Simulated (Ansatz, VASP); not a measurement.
GaP: VASP beside Ansatz

```
Ga P
1.0
     0.00000    2.66962    2.66962
     2.66962    0.00000    2.66962
     2.66962    2.66962    0.00000
Ga P
1 1
Direct
  0.00000 0.00000 0.00000
  0.25000 0.25000 0.25000
```

Alike in both runs: task single point; functional r2SCAN; k mesh 6 × 6 × 6; no spin polarisation.

|  | VASP | Ansatz |
| --- | --- | --- |
| version | VASP 6.6.1 | Ansatz 0.2.0 |
| potentials or method | VASP PAW PBE potentials, release 64 (Ga_d, P) | plane waves, PAW |
| plane-wave cutoff (eV) | 520 | 600 |
| occupations | gaussian, width 0.01 eV | fixed |
| valence electrons in the cell | 18 | 18 |

```csv
,VASP,Ansatz,Ansatz less VASP
pressure (GPa),6.3,6.3,+0.03
```

Caveats: the PAW data sets were made with another functional, which shifts forces and pressure a little (VASP). A k mesh can miss the band edges. r2SCAN opens gaps a little over a GGA but as a rule still falls short of measured ones.
